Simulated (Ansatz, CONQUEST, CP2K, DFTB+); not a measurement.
# H-capped C nanocrystal (octahedron) (26 atoms): one structure in several programs

Wanted: errors and costs of other methods on H-capped C nanocrystal (octahedron) (26 atoms). A plane-wave run serves as the reference.

Calculated with Ansatz 0.2.0; Kohn-Sham DFT, PBE, PAW, plane waves.

### Step 1. The starting structure

The cell holds 26 atoms: 10 C and 16 H. Its edges and angles: a = 13.826 Å, b = 13.826 Å, c = 13.826 Å, α = 90.0°, β = 90.0°, γ = 90.0°. It derives from C (diamond-structure). Octahedron of size parameter 4.7 Å cut from diamond-structure C (a = 3.567 Å), atoms with fewer than two neighbours dropped, broken bonds capped with H, 9 Å of vacuum; minimised with a classical potential. Then every atom was moved at random, 0.05 Å r.m.s. a Cartesian component (hydrogen 0.6 of that). Regions: crystal, 10 atoms (10 C); hydrogen, 16 atoms (16 H). Vacuum lies along a, b and c.

### Step 2. Plane-wave reference

The PAW files are the set soft_2.

input.yaml

```yaml
crystal:
  lattice:
    - [13.82562, 0.0, 0.0]
    - [0.0, 13.82562, 0.0]
    - [0.0, 0.0, 13.82562]
  atoms:
    - { symbol: C, position: [0.43659, 0.43533, 0.44087] }
    - { symbol: C, position: [0.37119, 0.4968, 0.50238] }
    - { symbol: C, position: [0.43379, 0.56526, 0.56357] }
    - { symbol: C, position: [0.50155, 0.3675, 0.50149] }
    [... 16 atom lines left out ...]
    - { symbol: H, position: [0.45175, 0.45586, 0.67609] }
    - { symbol: H, position: [0.54181, 0.54333, 0.67855] }
    - { symbol: H, position: [0.45171, 0.67515, 0.45474] }
    - { symbol: H, position: [0.54263, 0.67494, 0.54569] }
    - { symbol: H, position: [0.67312, 0.5436, 0.54924] }
    - { symbol: H, position: [0.67781, 0.45107, 0.4532] }
kpoints:
  mp_grid: { grid: [1, 1, 1] }
hamiltonian:
  xc: pbe
scf:
  occupations: { method: fermi_dirac, width: 0.05 }
output:
  forces: true
  eigenvalues: true
  populations: true
```

Run with:

```
ansatz run input.yaml --threads 4 --pin off --max-ram 8192MiB --backend cpu --events-out ev --progress --plain --runs-dir out
```

What it wrote:

```text
[...]
Pseudopotentials: kind: paw
Pseudopotential: C, paw, valence charge 4, recommended cutoff 420 eV (normal), C.paw.azcp
Pseudopotential: H, paw, valence charge 1, recommended cutoff 420 eV (normal), H.paw.azcp
[...]
Crystal: 26 atoms, lattice volume = 2642.736 Å³
Basis set: ecut = 420 eV, 51627 PW (Γ), exchange–correlation on 192×192×192 points (8 copies of the dense FFT grid, shifted against one another)
Bands: 54, of which v1, the nominal top of the filled ones, is band 28 counted from 1 (27 counted from 0)
Symmetry: 1 space group operations
Space group: P1 (ITA 1), of the structure as read, at distance tolerance 1.4e-4 Å
k-points: 1
[...]
Initial density: superposition of atomic densities (neutral atoms: chi_scale 0, normalization atom), corrected by the library's trained network
Initial wavefunctions: pseudopotential atomic-orbital guess
[...]
SCF iter   1: F=—  HF=-2764.746183 eV  |F-HF|=—  |Δ(HF+E_count)|=         —  Δρ=1.95e-3  dr2=2.95e-1  ethr=1.77e-3  ⟨swp⟩=10.0  Hψ=391  notcnv=0  defer=6
preconditioner: auto → Resta (q_TF=auto, 1.435 Å⁻¹)  ε∞=1.2  [insulator: Δε(μ)=5.051 eV  Ē_g=12.466 eV  σ=0.050 eV  W_gap=1.00  n_scr=122 (ndim 8)  ℏωp=5.3 eV  f_vac=0.862  D(μ)=0.00/eV (n_scr^D=0)  ε∞_Penn≈1.2  vacuum switching on, ρ_ref=1.1e-2 e/Å³]
[...]
SCF iter   7: F=—  HF=-2764.672670 eV  |F-HF|=—  |Δ(HF+E_count)|=   1.26e-6  Δρ=3.24e-6  dr2=1.93e-7  ethr=3.94e-9  ⟨swp⟩=2.0  Hψ=62  notcnv=0  defer=20
SCF iter   8: F=-2764.672670 eV  HF=-2764.672670 eV  |F-HF|=7.08e-8  |Δ(HF+E_count)|=   2.23e-7  Δρ=8.94e-7  dr2=1.77e-8  ethr=1.79e-10  ⟨swp⟩=24.0  Hψ=504  notcnv=0
SCF 1 converged in 8 iterations: F = -2764.672670 eV  dr2 = 1.77e-8
[...]
SCF converged after 8 iterations
Free energy (F): -2764.672670 eV
Harris-Foulkes:  -2764.672670 eV  (|F-HF|=7.08e-8)
Internal energy: -2764.672670 eV  (E = F + TS)
E sigma→0 (E₀):  -2764.672670 eV
Fermi energy:    -2.762680 eV
--- Per-component energies (eV) ---
[...]
Σ components = -2764.672670   (vs F -2764.672670, Δ=0.00e0)
--- Forces (eV/Å), atoms counted from 1 ---
  atom   1  C     -1.36741970    -1.59654117    -3.63396971
  atom   2  C      1.09658377     2.08569892    -0.36803274
  atom   3  C      2.62010635    -0.80958920     0.86191535
  atom   4  C     -0.61928797     5.24020643     1.20733139
[...]
atom  26  H     -0.65909332     0.95878991     0.88373721
  max |Σ_I F_I| component: 3.97e-5 eV/Å
--- Band table (eV) ---
  k-point 0: bands = ["-20.8254", "-18.4859", "-18.2726", "-18.0793", [... 38 levels ...], "1.5696", "1.5732", "1.5788", "1.6767", "1.6816", "1.8004", "2.1456", "2.1922", "2.1989", "2.2430", "2.2590", "2.2909"]
--- Löwdin populations: 26 sites ---
  site symbol       q [e]
     0      C      4.0778
     1      C      4.2908
     2      C      4.1183
[...]
25      H      0.8326
  spilling = 0.012645 (of n_electrons = 56.000000)
```

It took 3.6 s on 4 threads of Intel Xeon 6975P-C (Granite Rapids), shared host; peak memory 1.3 GiB; 10 s of CPU time.

Reading the cycles: dr2 is the Hartree energy of the density residual (eV), the measure of convergence; HF is the Harris–Foulkes estimate of the energy, which meets the free energy F at convergence.

The run gave:

```yaml
free_energy: -2764.6727 eV
free_energy_per_atom: -106.3336 eV/atom
scf_cycles: 8
r_m_s_force_component: 2.14 eV/Å
longest_force: 9.109 eV/Å
fermi_energy: -2.763 eV
spacing_of_highest_filled_and_lowest_empty_level: 4.745 eV
spilling_of_the_projection: 0.01264
```

Length of the force by element:

```csv
element,coordination,atoms,mean length of the force (eV/Å),spread,least,most
C,all,10,4.78,1.87,2.38,9.11
H,all,16,1.91,1.50,0.285,6.26
```

Löwdin charges by element (they lack the spilled electrons, 0.027 e an atom on average):

```csv
element,coordination,atoms,mean charge (e),spread,least,most
C,all,10,-0.222,0.108,-0.335,-0.0682
H,all,16,0.183,0.0314,0.110,0.238
```

By region:

```csv
region,atoms,mean length of the force (eV/Å)
crystal,10,4.78
hydrogen,16,1.91
```

The levels nearest the highest filled one (over half full), pooled over k-points and spins:

```csv
level less the highest filled one (eV),occupation
-2.26,2
-2.08,2
-1.76,2
-1.26,2
-0.482,2
0,2
4.75,0
5.54,0
5.57,0
5.59,0
5.84,0
5.85,0
```

### Step 3. Local order

Normalised to the volume that the atoms fill. Pair distribution functions g(r), in bins of 0.2 Å:

```csv
r (Å),total,H-H,H-C,C-C
0.90,0.40,0.00,0.85,0.00
1.10,4.59,0.00,9.69,0.00
1.30,0.26,0.00,0.54,0.00
1.50,1.17,0.00,0.00,7.88
1.70,1.23,1.35,0.00,4.86
1.90,0.23,0.61,0.00,0.00
2.10,2.07,0.00,4.38,0.00
2.30,0.83,0.00,1.76,0.00
2.50,2.74,5.16,0.00,5.29
2.70,1.30,0.59,1.70,1.87
2.90,0.69,0.00,0.81,2.10
3.10,0.21,0.00,0.00,1.40
3.30,0.52,0.00,1.10,0.00
3.50,1.03,0.00,2.17,0.00
3.70,0.58,1.31,0.00,0.58
3.90,0.56,0.41,0.84,0.00
4.10,0.41,0.59,0.40,0.00
4.30,0.60,1.04,0.43,0.00
4.50,0.06,0.05,0.08,0.00
4.70,0.00,0.00,0.00,0.00
4.90,0.12,0.33,0.00,0.00
5.10,0.24,0.64,0.00,0.00
5.30,0.00,0.00,0.00,0.00
5.50,0.00,0.00,0.00,0.00
5.70,0.00,0.00,0.00,0.00
5.90,0.00,0.00,0.00,0.00
6.10,0.00,0.00,0.00,0.00
6.30,0.00,0.00,0.00,0.00
```

Bonds by pair of elements; cutoffs follow the first minimum of g(r), held within bounds set by covalent radii, and pairs that aren't listed don't count as bonded:

```csv
pair A-B,cutoff (Å),bonds,mean length (Å),spread (Å),shortest (Å),B about A,A about B
H-C,1.34,16,1.09,0.068,0.963,1,1.6
C-C,1.85,12,1.57,0.063,1.48,2.4,2.4
```

How many atoms have how many bonded neighbours:

```csv
element,mean,1,4
C,4,0,10
H,1,16,0
```

### Step 4. What was run beside it

The programs:
- CONQUEST 1.3: pseudo-atomic orbitals (double zeta with polarisation, or contracted to multi-site or on-site support functions) with norm-conserving potentials on an integration grid.
- CP2K 2026.2: Gaussian basis with GTH pseudopotentials and a plane-wave density; labels give functional, basis (MOLOPT sets; SR short-range, UZH the newer set with its own potentials), grid cutoff/relative cutoff and solver (OT: orbital transformation; TRS4, TC2, SIGN: linear-scaling purification with its sparsity filter), or its built-in tight binding.
- DFTB+ 25.1: tight binding, with Slater–Koster sets (DFTB) or xTB through its tblite library.

All use the same cell and atoms; the electronic-structure runs use the same k-mesh, and an electronic temperature of 580 K (0.05 eV) where levels are smeared.

Differences are against the plane-wave reference, forces as r.m.s. over components; share is that over the reference's r.m.s. force, slope the least-squares factor from reference forces to these. Total energies of different programs have different zeros and aren't compared.

```csv
run,"Δ force, r.m.s. (meV/Å)",share (%),slope,Δ gap (eV),cores,CPU time,memory (GiB)
reference,-,-,-,-,4,10 s,1.3
"CONQUEST PBE, grid 40 Ha (coarse)",341,15.9,1.103,1.31,1,15 s,0.47
"CONQUEST PBE, grid 80 Ha",327,15.3,1.105,1.31,1,36 s,0.95
"CONQUEST PBE, grid 80 Ha, multi-site 5 bohr (coarse)",328,15.3,1.092,3.30,1,36 s,0.95
"CONQUEST PBE, grid 80 Ha, on-site functions (coarse)",446,20.8,1.106,6.13,1,38 s,0.94
"CONQUEST PBE, grid 80 Ha, on-site functions, order-N, range 12 bohr (coarse)",446,20.8,1.106,-,4,43 s,1.2
"CONQUEST PBEsol, grid 80 Ha",439,20.5,1.129,1.28,1,33 s,0.96
"CP2K PBE, DZVP-UZH, 450/50 Ry, OT CG",55.8,2.61,1.023,2.43,2,4 min,2.1
"CP2K PBE, DZVP-UZH, 630/50 Ry, OT CG",55.9,2.61,1.023,2.43,2,7 min,3.4
"CP2K PBE, SZV-MOLOPT-SR, 450/50 Ry, OT CG (coarse)",603,28.2,1.191,5.99,1,2.6 min,2.0
"CP2K PBE, TZV2P-MOLOPT, 450/50 Ry, OT CG",20.0,0.936,1.000,1.72,2,6.8 min,2.1
DFTB+ DFTB 3ob-3-1,267,12.5,0.951,4.98,1,0.06 s,0.16
DFTB+ DFTB mio-1-1,355,16.6,1.074,4.88,1,0.05 s,0.16
DFTB+ GFN1-xTB,182,8.50,0.972,3.48,1,0.12 s,0.16
DFTB+ IPEA1-xTB,601,28.1,1.256,0.478,1,0.29 s,0.16
```

Rows marked coarse were listed beforehand as settings not expected to be converged; some can still land near the reference.

CPU time is summed over cores on a shared host, where runs went side by side, so it is rough. Symmetry, cutoffs, thresholds, outputs and thread counts weren't matched or tuned between programs; memory under MPI is the largest rank's times the ranks.

Mean charges by element (e), by run and scheme:

```csv
run,scheme,C,H
reference,Löwdin,-0.22,+0.18
"CP2K PBE, DZVP-UZH, 450/50 Ry, OT CG",Mulliken,-0.13,+0.08
"CP2K PBE, DZVP-UZH, 450/50 Ry, OT CG",Hirshfeld,-0.06,+0.04
"CP2K PBE, DZVP-UZH, 630/50 Ry, OT CG",Mulliken,-0.13,+0.08
"CP2K PBE, DZVP-UZH, 630/50 Ry, OT CG",Hirshfeld,-0.06,+0.04
"CP2K PBE, TZV2P-MOLOPT, 450/50 Ry, OT CG",Mulliken,-0.17,+0.11
"CP2K PBE, TZV2P-MOLOPT, 450/50 Ry, OT CG",Hirshfeld,-0.06,+0.04
DFTB+ DFTB 3ob-3-1,Mulliken,-0.10,+0.06
DFTB+ DFTB mio-1-1,Mulliken,-0.09,+0.05
DFTB+ GFN1-xTB,Mulliken,-0.04,+0.03
DFTB+ IPEA1-xTB,Mulliken,-0.03,+0.02
```

The reference's Löwdin charges lack the electrons that the projection spills, 0.027 e an atom on average.

Within one program, basis, potentials and functional, energies share a zero. Each run against its twin at the usual cutoff or grid and solver:

```csv
run,twin,Δ energy (meV/atom),"Δ force, r.m.s. (meV/Å)",CPU time over the twin's
"CONQUEST PBE, grid 40 Ha",grid 80 Ha,-0.923,62.9,0.43
"CONQUEST PBE, grid 80 Ha, on-site functions, order-N, range 12 bohr","grid 80 Ha, on-site functions",0.0016,3.87,1.1 (this twin ran on 1 cores)
"CP2K PBE, DZVP-UZH, 630/50 Ry, OT CG","DZVP-UZH, 450/50 Ry, OT CG",2.0e-4,0.398,1.7
```

A second geometry, displaced anew (every atom was moved at random, 0.06 Å r.m.s. a Cartesian component (hydrogen 0.6 of that)), gives an energy difference that all programs can be tested on. The reference puts it at 48.74 meV/atom.

```csv
run,energy less the first geometry's (meV/atom),error (meV/atom),force share at the second geometry (%)
"CP2K PBE, DZVP-UZH, 450/50 Ry, OT CG",50.47,1.73,2.56
DFTB+ GFN1-xTB,52.85,4.10,6.96
DFTB+ IPEA1-xTB,65.23,16.5,29.9
DFTB+ DFTB 3ob-3-1,57.24,8.50,16.1
DFTB+ DFTB mio-1-1,57.89,9.15,15.9
"CONQUEST PBE, grid 80 Ha",52.77,4.02,14.1
"CP2K PBE, DZVP-UZH, 630/50 Ry, OT CG",50.47,1.73,2.56
"CP2K PBE, TZV2P-MOLOPT, 450/50 Ry, OT CG",48.97,0.224,0.845
"CP2K PBE, SZV-MOLOPT-SR, 450/50 Ry, OT CG",67.10,18.4,28.9
"CONQUEST PBE, grid 40 Ha",53.02,4.28,14.7
"CONQUEST PBEsol, grid 80 Ha",52.39,3.64,18.9
"CONQUEST PBE, grid 80 Ha, multi-site 5 bohr",56.94,8.20,14.1
"CONQUEST PBE, grid 80 Ha, on-site functions",62.70,14.0,19.9
"CONQUEST PBE, grid 80 Ha, on-site functions, order-N, range 12 bohr",62.71,14.0,20.0
```

### Step 5. Summary of results

| Item | Value |
| --- | --- |
| reference r.m.s. force component | 2.14 eV/Å |
| nearest in forces | CP2K PBE, TZV2P-MOLOPT, 450/50 Ry, OT CG, 0.94 % |
| farthest in forces | a tie at 28 % of 2 runs: CP2K PBE, SZV-MOLOPT-SR, 450/50 Ry, OT CG (coarse); DFTB+ IPEA1-xTB |
| cheapest electronic-structure run beside the reference | DFTB+ DFTB mio-1-1, 0.05 s of CPU time |

The PBE runs in local orbitals, coarse settings apart, differ by 0.94 % (CP2K PBE, TZV2P-MOLOPT, 450/50 Ry, OT CG) to 15 % (CONQUEST PBE, grid 80 Ha); basis, grid and potentials can all enter. Tight binding differs by 8.5 % (DFTB+ GFN1-xTB) to 28 % (DFTB+ IPEA1-xTB); it is another model, with fitted parameters of its own, and the xTB methods hold dispersion. Rows with another functional or a dispersion term differ by 21 % (CONQUEST PBEsol, grid 80 Ha), which mixes the change of model with differences of basis and potentials. IPEA1-xTB was fitted to ionisation energies and electron affinities, not to forces or charges. Runs with settings chosen to be coarse differ by 15 % (CONQUEST PBE, grid 80 Ha, multi-site 5 bohr) to 28 % (CP2K PBE, SZV-MOLOPT-SR, 450/50 Ry, OT CG), their programs' other errors included. Of the electronic-structure runs that take under half the reference's CPU time, DFTB+ GFN1-xTB comes nearest, at 8.5 % in 0.12 s against 10 s. CP2K PBE, SZV-MOLOPT-SR, 450/50 Ry, OT CG stiffens the forces by a factor of 1.19 while following their directions (correlation 0.985); the slopes of the 4 CP2K runs lie between 1.00 and 1.19; the difference isn't even, but is largest on one element. At the same functional, gaps differ from the reference's 4.75 eV by between +1.31 and +6.13 eV. A likely cause of the wide gaps: compact atomic orbitals describe empty levels worse than filled ones. Charges hang on model, scheme and program or settings: among these rows the mean for C runs from -0.22 to -0.03 e. The energy difference between the two geometries, 48.7 meV/atom in the reference, is met best by CP2K PBE, TZV2P-MOLOPT, 450/50 Ry, OT CG (+0.224) and worst by CP2K PBE, SZV-MOLOPT-SR, 450/50 Ry, OT CG (coarse) (+18.4). In the reference: filled and empty levels are parted by 4.75 eV (at Γ alone); a semilocal functional tends to put such gaps too low. In the reference: mean Löwdin charges: C -0.22, H +0.18 e (they miss 1.3 % of the electrons, so they add up to more than the cell's charge). Periodic xTB results under one method name differ between programs and library versions (DFTB+ here holds tblite 0.3). An order-N density matrix isn't tied to the Γ point, so in a small cell it differs from Γ diagonalisation by more than its truncation, and its energy may lie lower. The name gives the shape as built, which the classical minimisation can have changed.

[Also dropped from logs without a mark: logging warnings of Python, and SIESTA's first energy breakdown and zero terms.]

[Logs are printed without paths, hosts, clocks, repeated set-up lines and the standing remarks that a program may print on its own settings, such as how far it seeks lower states.]

[Hosts, paths, dates, database ids (printed as entryN), source tags and the programs' standing remarks are cut or masked in the printed files.]
